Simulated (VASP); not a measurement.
# FeGe31 (a cell with a defect) in VASP: relaxation of the atoms with PBE

Aim: the relaxation of the atoms of FeGe31 (a cell with a defect) with PBE.

Program: VASP 6.6.1. These are calculated values, not measurements. Logs are shortened: lines on timing, memory, paths and dates and some standing lists are left out, and cuts for length are marked.

**1. Starting point**

The cell holds a defect, 32 atoms: a = 9.978 Å, b = 9.978 Å, c = 9.978 Å, α = 109.47°, β = 109.47°, γ = 109.47°.

**2. Relaxation of the atoms, PBE, collinear spin, ferromagnetic start**

INCAR reads:

```
PREC = Normal ; ENCUT = 450
EDIFF = 1E-6 ; ISMEAR = 1
SIGMA = 0.1 ; LREAL = Auto
LASPH = T ; NELM = 150
ALGO = Normal ; ISIF = 2
LWAVE = F ; LCHARG = F
ISPIN = 2 ; MAGMOM = 4 0 0 0 0 0 0 0 0 0 0 0 0 0 0 0 0 0 0 0 0 0 0 0 0 0 0 0 0 0 0 0
LORBIT = 11 ; LMAXMIX = 4
GGA = PE ; IBRION = 2
NSW = 70 ; EDIFFG = -0.025
AMIX = 0.2 ; BMIX = 1E-4
AMIX_MAG = 0.8 ; BMIX_MAG = 1E-4
ICORELEVEL = 1 ; ISYM = 0
KPAR = 2 ; NCORE = 2
```

KPOINTS reads:

```
Automatic mesh
0
Gamma
  3 3 3
```

POSCAR reads:

```
FeGe31
1.0
   -5.7610020000     -5.7610020000      5.7610020000
    5.7610020000     -5.7610020000     -5.7610020000
    5.7610020000      5.7610020000      5.7610020000
Fe Ge
1 31
Direct
    0.2500000000      0.7500000000      0.0000000000
    0.0000000000      0.7500000000      0.2500000000
    0.5000000000      0.5000000000      0.0000000000
    0.2500000000      0.5000000000      0.2500000000
    0.0000000000      0.5000000000      0.5000000000
    0.7500000000      0.7500000000      0.5000000000
    0.5000000000      0.7500000000      0.7500000000
    0.0000000000      0.0000000000      0.0000000000
    0.7500000000      0.2500000000      0.0000000000
    0.5000000000      0.2500000000      0.2500000000
    0.2500000000      0.2500000000      0.5000000000
    0.0000000000      0.2500000000      0.7500000000
    0.7500000000      0.5000000000      0.7500000000
    0.7500000000      0.0000000000      0.2500000000
    0.5000000000      0.0000000000      0.5000000000
    0.2500000000      0.0000000000      0.7500000000
    0.2500000000      0.7500000000      0.2500000000
    0.0000000000      0.7500000000      0.5000000000
    0.5000000000      0.5000000000      0.2500000000
    0.2500000000      0.5000000000      0.5000000000
    0.0000000000      0.5000000000      0.7500000000
    0.7500000000      0.7500000000      0.7500000000
    0.5000000000      0.7500000000      0.0000000000
    0.0000000000      0.0000000000      0.2500000000
    0.7500000000      0.2500000000      0.2500000000
    0.5000000000      0.2500000000      0.5000000000
    0.2500000000      0.2500000000      0.7500000000
    0.0000000000      0.2500000000      0.0000000000
    0.7500000000      0.5000000000      0.0000000000
    0.7500000000      0.0000000000      0.5000000000
    0.5000000000      0.0000000000      0.7500000000
    0.2500000000      0.0000000000      0.0000000000
```

Potentials or basis: VASP PAW PBE potentials, release 64 (Fe, Ge_d).

Launch:

```console
cat potpaw_PBE.64/Fe/POTCAR potpaw_PBE.64/Ge_d/POTCAR > POTCAR
mpirun -np 4 vasp_std > vasp.out
```

OUTCAR:

```text
PREC = Normal
   ENCUT = 450
   EDIFF = 1E-6
   ISMEAR = 1
   LREAL = Auto
   LASPH = T
   NELM = 150
   ISIF = 2
   ISPIN = 2
   LORBIT = 11
   GGA = PE
   IBRION = 2
   NSW = 70
   EDIFFG = -0.025
   AMIX = 0.2
   AMIX_MAG = 0.8
   ISYM = 0

 ion  position               nearest neighbor table
   1  0.250  0.750  0.000-  17 2.49  21 2.49  23 2.49  32 2.49
   2  0.000  0.750  0.250-  17 2.49  18 2.49  24 2.49  29 2.49
   3  0.500  0.500  0.000-  19 2.49  23 2.49  27 2.49  29 2.49
   4  0.250  0.500  0.250-  17 2.49  19 2.49  20 2.49  28 2.49
   5  0.000  0.500  0.500-  18 2.49  20 2.49  21 2.49  25 2.49
   6  0.750  0.750  0.500-  18 2.49  19 2.49  22 2.49  30 2.49
[... 24 lines left out ...]
  31  0.500  0.000  0.750-   7 2.49   9 2.49  15 2.49  16 2.49
  32  0.250  0.000  0.000-   1 2.49   8 2.49  10 2.49  16 2.49

IMPORTANT INFORMATION: All symmetrisations will be switched off!
NOSYMM: (Re-)initialisation of all symmetry stuff for point group C_1.

----------------------------------------------------------------------------------------

                                     Primitive cell

  volume of cell :     764.8109

  direct lattice vectors                    reciprocal lattice vectors
    -5.761002000 -5.761002000  5.761002000     0.000000000 -0.086790458  0.086790458
     5.761002000 -5.761002000 -5.761002000     0.086790458 -0.086790458  0.000000000
     5.761002000  5.761002000  5.761002000     0.086790458  0.000000000  0.086790458

  length of vectors
     9.978348167  9.978348167  9.978348167     0.122740242  0.122740242  0.122740242

  position of ions in fractional coordinates (direct lattice)
     0.250000000  0.750000000  0.000000000
     0.000000000  0.750000000  0.250000000
     0.500000000  0.500000000  0.000000000
     0.250000000  0.500000000  0.250000000
     0.000000000  0.500000000  0.500000000
     0.750000000  0.750000000  0.500000000
[... 24 lines left out ...]
     0.500000000  0.000000000  0.750000000
     0.250000000  0.000000000  0.000000000

  ion indices of the primitive-cell ions
   primitive index   ion index
                 1           1
                 2           2
                 3           3
                 4           4
                 5           5
                 6           6
[... 24 lines left out ...]
                31          31
                32          32

----------------------------------------------------------------------------------------

 KPOINTS: Automatic mesh

Automatic generation of k-mesh.
 Grid dimensions read from file:
 generate k-points for:    3    3    3

 Generating k-lattice:

  Cartesian coordinates                     Fractional coordinates (reciprocal lattice)
     0.000000000 -0.028930153  0.028930153     0.333333333  0.000000000  0.000000000
     0.028930153 -0.028930153  0.000000000     0.000000000  0.333333333  0.000000000
     0.028930153  0.000000000  0.028930153     0.000000000  0.000000000  0.333333333

  Length of vectors
     0.040913414  0.040913414  0.040913414

  Shift w.r.t. Gamma in fractional coordinates (k-lattice)
     0.000000000  0.000000000  0.000000000

 Subroutine IBZKPT returns following result:
 ===========================================

 Found     14 irreducible k-points:

 Following reciprocal coordinates:
            Coordinates               Weight
  0.000000  0.000000  0.000000      1.000000
  0.333333  0.000000  0.000000      2.000000
  0.000000  0.333333  0.000000      2.000000
  0.000000  0.000000  0.333333      2.000000
  0.333333  0.000000 -0.333333      2.000000
  0.333333 -0.333333  0.000000      2.000000
  0.000000  0.333333 -0.333333      2.000000
  0.333333  0.333333 -0.000000      2.000000
 -0.000000  0.333333  0.333333      2.000000
  0.333333  0.000000  0.333333      2.000000
 -0.333333 -0.333333 -0.333333      2.000000
 -0.333333  0.333333  0.333333      2.000000
  0.333333 -0.333333  0.333333      2.000000
  0.333333  0.333333 -0.333333      2.000000
   k-points           NKPTS =     14   k-points in BZ     NKDIM =     14   number of bands    NBANDS=    267
   number of dos      NEDOS =    301   number of ions     NIONS =     32
   total plane-waves  NPLWV = 157464
   dimension x,y,z NGX =    54 NGY =   54 NGZ =   54
   dimension x,y,z NGXF=   108 NGYF=  108 NGZF=  108
   ions per type =               1  31
   NGX,Y,Z   is equivalent  to a cutoff of   9.00,  9.00,  9.00 a.u.
   NGXF,Y,Z  is equivalent  to a cutoff of  17.99, 17.99, 17.99 a.u.
 SYSTEM =  unknown system
   PREC   = normal    normal or accurate (medium, high low for compatibility)
   ISTART =      0    job   : 0-new  1-cont  2-samecut
   ICHARG =      2    charge: 1-file 2-atom 10-const
   ISPIN  =      2    spin polarized calculation?
   LNONCOLLINEAR =      F non collinear calculations
   LSORBIT =      F    spin-orbit coupling
   LASPH  =      T    aspherical Exc in radial PAW
   ENCUT  =  450.0 eV  33.07 Ry    5.75 a.u.  17.26 17.26 17.26*2*pi/ulx,y,z
   NELM   =    150;   NELMIN=  2; NELMDL= -5     # of ELM steps
   EDIFF  = 0.1E-05   stopping-criterion for ELM
   LREAL  =      T    real-space projection
   EDIFFG = -.3E-01   stopping-criterion for IOM
   NSW    =     70    number of steps for IOM
   IBRION =      2    ionic relax: 0-MD 1-quasi-New 2-CG
   NFREE  =      1    steps in history (QN), initial steepest desc. (CG)
   ISIF   =      2    stress and relaxation
   ISYM   =      0    0-nonsym 1-usesym 2-fastsym
   POTIM  = 0.5000    time-step for ionic-motion
   TEBEG  =    0.0;   TEEND  =   0.0 temperature during run
   PSTRESS=    0.0 pullay stress
   NELECT =     442.0000    total number of electrons
   NUPDOWN=      -1.0000    fix difference up-down
   EMIN   =  10.00;   EMAX   =-10.00  energy-range for DOS
   EFERMI =   0.00;   METHOD = LEGACY
   ISMEAR =     1;   SIGMA  =   0.10  broadening in eV -4-tet -1-fermi 0-gaus
   EFERMI_NEDOS =   21; number of points for ismear=-14 and -15
   IALGO  =     38    algorithm
   IMIX   =      4    mixing-type and parameters
     AMIX     =   0.20;   BMIX     =  0.00
     AMIX_MAG =   0.80;   BMIX_MAG =  0.00
  volume/ion in A,a.u.               =      23.90       161.29
  Fermi-wavevector in a.u.,A,eV,Ry     =   1.363633  2.576893 25.299972  1.859495
  Thomas-Fermi vector in A             =   2.490019
   LORBIT       =     11    0 simple, 1 ext, 2 COOP (PROOUT), +10 PAW based schemes
   GGA     = PE    functional components
   LHFCALC =     F    Hartree Fock is set to
   AEXX    =    0.0000 exact exchange contribution
   IVDW    =     0    specifies the selected vdW correction
   LEPSILON=     F    determine dielectric tensor
   LRPA    =     F    only Hartree local field effects (RPA)
 conjugate gradient relaxation of ions
 spin polarized calculation
 Methfessel and Paxton  Order N= 1 SIGMA  =   0.10
  energy-cutoff  :      450.00
  volume of cell :      764.81
 maximum number of plane-waves:     16610
   NGX = 35   NGY = 35   NGZ = 35

--------------------------------------- Ionic step        1  -------------------------------------------

 number of electron     442.0002101 magnetization       3.9938922

 Free energy of the ion-electron system (eV)
  ---------------------------------------------------
  ext. energy  EPLUGINS =         0.00000000
  ---------------------------------------------------
  free energy    TOTEN  =      -146.17575644 eV

  energy without entropy =     -146.17367359  energy(sigma->0) =     -146.17506216

------------------------ aborting loop because EDIFF is reached ----------------------------------------

  FORCE on cell =-STRESS in cart. coord.  units (eV):
  Direction    XX          YY          ZZ          XY          YZ          ZX
  --------------------------------------------------------------------------------------
  -------------------------------------------------------------------------------------
  Total       -2.2739898     -2.2661582     -2.2757828      0.0055285      0.0056130     -0.0056125
  in kB       -4.7637069     -4.7473006     -4.7674630      0.0115815      0.0117585     -0.0117575
  external PRESSURE =      -4.7594902 kB  Pullay stress =       0.0000000 kB

 VOLUME and BASIS-vectors are now :
 -----------------------------------------------------------------------------
  energy-cutoff  :      450.00
  volume of cell :      764.81
      direct lattice vectors                 reciprocal lattice vectors
    -5.761002000 -5.761002000  5.761002000     0.000000000 -0.086790458  0.086790458
     5.761002000 -5.761002000 -5.761002000     0.086790458 -0.086790458  0.000000000
     5.761002000  5.761002000  5.761002000     0.086790458  0.000000000  0.086790458
[... 363 lines left out ...]
      7.20188     -4.31290      1.44087         0.012899      0.016089      0.012874
      4.27768     -7.15817     -4.27758         0.008105     -0.007369     -0.008279
 -----------------------------------------------------------------------------------
    total drift:                               -0.000099     -0.000214     -0.000101

  FREE ENERGIE OF THE ION-ELECTRON SYSTEM (eV)
  ---------------------------------------------------
  free  energy   TOTEN  =      -146.2522287042 eV

  energy  without entropy=     -146.2588402082  energy(sigma->0) =     -146.25443254

--------------------------------------- Ionic step        7  -------------------------------------------

 number of electron     442.0001819 magnetization       4.0495533

 Free energy of the ion-electron system (eV)
  ---------------------------------------------------
  ext. energy  EPLUGINS =         0.00000000
  ---------------------------------------------------
  free energy    TOTEN  =      -146.25256488 eV

  energy without entropy =     -146.25894075  energy(sigma->0) =     -146.25469017

 the core state eigenenergies are
   1-  1s  -6988.4638  2s   -809.5087  2p   -688.2586  3s    -83.4423  3p    -49.5131

   2-  1s -10950.7298  2s  -1362.5294  2p  -1189.3939  3s   -159.4327  3p   -106.5611

   3-  1s -10950.7297  2s  -1362.5293  2p  -1189.3938  3s   -159.4326  3p   -106.5610

   4-  1s -10950.7297  2s  -1362.5294  2p  -1189.3938  3s   -159.4326  3p   -106.5611

   5-  1s -10950.7296  2s  -1362.5293  2p  -1189.3937  3s   -159.4325  3p   -106.5610

   6-  1s -10950.7172  2s  -1362.5198  2p  -1189.3840  3s   -159.4226  3p   -106.5511

   7-  1s -10950.7298  2s  -1362.5294  2p  -1189.3939  3s   -159.4327  3p   -106.5611

   8-  1s -10950.7297  2s  -1362.5293  2p  -1189.3938  3s   -159.4326  3p   -106.5610

   9-  1s -10950.7169  2s  -1362.5195  2p  -1189.3837  3s   -159.4223  3p   -106.5508

  10-  1s -10950.7297  2s  -1362.5294  2p  -1189.3938  3s   -159.4326  3p   -106.5611
[... 33 lines left out ...]
  27-  1s -10950.7245  2s  -1362.5263  2p  -1189.3905  3s   -159.4296  3p   -106.5580

  28-  1s -10950.7245  2s  -1362.5263  2p  -1189.3905  3s   -159.4296  3p   -106.5580

  29-  1s -10950.7245  2s  -1362.5263  2p  -1189.3905  3s   -159.4296  3p   -106.5580

  30-  1s -10950.7245  2s  -1362.5263  2p  -1189.3905  3s   -159.4296  3p   -106.5580

  31-  1s -10950.7245  2s  -1362.5263  2p  -1189.3905  3s   -159.4296  3p   -106.5580

  32-  1s -10950.5167  2s  -1362.3265  2p  -1189.1901  3s   -159.2242  3p   -106.3526

 E-fermi :   4.0453     XC(G=0):  -9.6636

 val. band max:        4.0117728757   @ k =   0.0000   0.3333   0.0000
 cond. band min:       4.0565069626   @ k =   0.3333   0.3333  -0.0000
 fundamental gap:      0.0447340869
 Fermi energy:         4.0452931818

 spin component 1

 k-point     1 :       0.0000    0.0000    0.0000
  band No.  band energies     occupation
      1     -20.4467      1.00000
      2     -20.4422      1.00000
      3     -20.4422      1.00000
      4     -20.4422      1.00000
      5     -20.4415      1.00000
      6     -20.4415      1.00000
[... 3293 lines left out ...]
    232       6.2290      0.00000
    233       6.2290      0.00000
 Fermi energy:         4.0452931818

 spin component 2

 k-point     1 :       0.0000    0.0000    0.0000
  band No.  band energies     occupation
      1     -20.4439      1.00000
      2     -20.4395      1.00000
      3     -20.4395      1.00000
      4     -20.4395      1.00000
      5     -20.4388      1.00000
      6     -20.4388      1.00000
[... 1176 lines left out ...]
      3     -20.4419      1.00000
      4     -20.4418      1.00000
      5     -20.4412      1.00000
      6     -20.4404      1.00000
[... 18 lines left out ...]
     25     -20.4103      1.00000
     26     -20.4051      1.
```

It took 75 min on 4 MPI ranks of Intel Xeon 6975P-C (Granite Rapids), shared host; peak memory 1.4 GiB.

Results:

| Item | Value |
| --- | --- |
| Free energy | -146.2526 eV |
| Energy gained by relaxing | 2.4 meV/atom |
| Ionic steps | 7 |
| Pressure after relaxing | -0.6 GPa |
| Largest force after relaxing | 0.012 eV/Å |
| Band gap on the k mesh | none (metal or under the smearing width) |
| Net moment | 4.05 μB per cell |
| Site moments | Fe +2.96; Ge +0.02, +0.01 μB |
| Valence electrons inside the program's atomic spheres | Fe 6.95; Ge 12.35, 12.36 |

Forces in eV/Å, atoms in the order of the input:
```
Fe   0.000  0.000  0.000
Ge   0.005  0.005  0.009
Ge  -0.005 -0.008  0.006
Ge   0.009  0.005  0.005
Ge  -0.006  0.008 -0.006
Ge   0.000  0.000  0.000
Ge  -0.005 -0.005  0.009
Ge   0.006 -0.008 -0.005
Ge   0.000  0.000  0.000
Ge   0.005 -0.005 -0.009
Ge   0.000  0.000  0.000
Ge  -0.005  0.005 -0.009
Ge  -0.009  0.005 -0.005
Ge  -0.009 -0.005  0.005
Ge   0.006  0.008  0.006
Ge   0.009 -0.005 -0.005
Ge   0.002  0.001  0.002
Ge   0.001  0.001 -0.003
Ge   0.001  0.000  0.003
Ge  -0.003  0.001  0.001
Ge  -0.002  0.000 -0.002
Ge  -0.001  0.000 -0.003
Ge  -0.002  0.000  0.002
Ge   0.003  0.000  0.001
Ge  -0.001 -0.002 -0.001
Ge   0.003  0.001 -0.001
Ge  -0.003  0.000 -0.001
Ge   0.001  0.002 -0.002
Ge  -0.002  0.002  0.001
Ge  -0.001  0.001  0.003
Ge   0.001 -0.002  0.001
Ge   0.002  0.000 -0.002
```

The path:
```csv
step,energy change (eV),largest force (eV/Å),pressure (GPa)
1,0.0000,0.4937,-0.48
2,-0.0400,0.3165,-0.55
3,-0.0668,0.0890,-0.56
4,-0.0669,0.0914,-0.57
5,-0.0740,0.0501,-0.56
6,-0.0765,0.0257,-0.56
7,-0.0768,0.0117,-0.57
```

Final structure:
```cif
data_structure
_symmetry_space_group_name_H-M 'P 1'
_symmetry_Int_Tables_number 1
_cell_length_a 9.9783
_cell_length_b 9.9783
_cell_length_c 9.9783
_cell_angle_alpha 109.471
_cell_angle_beta 109.471
_cell_angle_gamma 109.471
_cell_volume 764.81
loop_
_atom_site_label
_atom_site_type_symbol
_atom_site_fract_x
_atom_site_fract_y
_atom_site_fract_z
_atom_site_occupancy
Fe1 Fe 0.25000 0.75000 0.00000 1
Ge1 Ge 0.00154 0.75000 0.25027 1
Ge2 Ge 0.50025 0.50149 0.00000 1
Ge3 Ge 0.25000 0.50154 0.25027 1
Ge4 Ge 0.99974 0.49974 0.50123 1
Ge5 Ge 0.75000 0.75000 0.50000 1
Ge6 Ge 0.50027 0.75000 0.75154 1
Ge7 Ge 0.00149 0.00025 0.00000 1
Ge8 Ge 0.75000 0.25000 0.00000 1
Ge9 Ge 0.49846 0.24873 0.24846 1
Ge10 Ge 0.25000 0.25000 0.50000 1
Ge11 Ge 0.99972 0.25126 0.74972 1
Ge12 Ge 0.75127 0.49972 0.74972 1
Ge13 Ge 0.74873 0.99846 0.24846 1
Ge14 Ge 0.49850 0.99850 0.49876 1
Ge15 Ge 0.25000 0.00027 0.75154 1
Ge16 Ge 0.25001 0.75001 0.24259 1
Ge17 Ge 0.00069 0.75002 0.50095 1
Ge18 Ge 0.49932 0.50026 0.24933 1
Ge19 Ge 0.25002 0.50069 0.50095 1
Ge20 Ge 0.00741 0.50741 0.75741 1
Ge21 Ge 0.75094 0.74999 0.75068 1
Ge22 Ge 0.49259 0.75000 0.00001 1
Ge23 Ge 0.00026 0.99932 0.24933 1
Ge24 Ge 0.74906 0.24906 0.24975 1
Ge25 Ge 0.49974 0.24907 0.49906 1
Ge26 Ge 0.24999 0.25094 0.75068 1
Ge27 Ge 0.00069 0.25094 0.00000 1
Ge28 Ge 0.75094 0.50069 0.00000 1
Ge29 Ge 0.74907 0.99974 0.49905 1
Ge30 Ge 0.49932 0.99932 0.75025 1
Ge31 Ge 0.25000 0.99259 0.00001 1
```

Levels at points of the mesh, in eV from the Fermi level:
Spin up:
| k point | band 219 | band 220 | band 221 | band 222 | band 223 | band 224 | band 225 | band 226 | band 227 | band 228 |
| --- | --- | --- | --- | --- | --- | --- | --- | --- | --- | --- |
| (0.00, 0.00, 0.00) | -0.43 | -0.43 | -0.43 | 0.16 | 0.76 | 0.76 | 0.76 | 1.23 | 1.23 | 1.24 |
Spin down:
```csv
k point,band 216,band 217,band 218,band 219,band 220,band 221,band 222,band 223
"(0.00, 0.00, 0.00)",-1.02,-0.14,-0.14,-0.14,0.09,0.09,0.22,1.18
```

Core levels (eV, on the scale of the bands):
```csv
atom,levels
1 Fe,"1s -6988.5, 2s -809.5, 2p -688.3, 3s -83.4, 3p -49.5"
2 Ge,"1s -10950.7, 2s -1362.5, 2p -1189.4, 3s -159.4, 3p -106.6"
3 Ge,"1s -10950.7, 2s -1362.5, 2p -1189.4, 3s -159.4, 3p -106.6"
4 Ge,"1s -10950.7, 2s -1362.5, 2p -1189.4, 3s -159.4, 3p -106.6"
5 Ge,"1s -10950.7, 2s -1362.5, 2p -1189.4, 3s -159.4, 3p -106.6"
6 Ge,"1s -10950.7, 2s -1362.5, 2p -1189.4, 3s -159.4, 3p -106.6"
```
